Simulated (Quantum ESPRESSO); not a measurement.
Crystal: CuO.

```
Cu O
1.0
     2.83633    0.00000    0.00000
    -1.41816    2.45633    0.00000
     0.00000    0.00000    2.76811
Cu O
1 1
Direct
  0.00000 0.00000 0.00000
  0.66667 0.33333 0.50000
```

Measurements of this composition are mostly on another form, of space group No. 15.

Base run:

- Program: Quantum ESPRESSO 7.5
- Functional: LDA
- Potentials or basis: SSSP 1.3 efficiency PBE
- Cutoff: 748 eV
- Density cutoff: 5987 eV
- k mesh: 11 × 11 × 10
- Occupations: fermi-dirac, width 0.05 eV
- Spin: no spin polarisation
- Hubbard terms: Cu d U = 2 eV

Its results: band gap on the k mesh none (metal or under the smearing width); pressure -15.0 GPa.

Problem. The run is repeated on the same cell with these changes: hubbard terms from Cu d U = 2 eV to Cu d U = 3 eV. What comes out?

Solution. Band gap on the k mesh none (metal or under the smearing width); pressure -14.1 GPa.

Caveats: the potentials were made for another functional, which shifts forces and pressure; an odd number of electrons without spin polarisation forces a metal; a magnetic or distorted state may lie lower; the run has no spin polarisation, though such a crystal can be magnetic; U without spin polarisation on a metal has little footing.
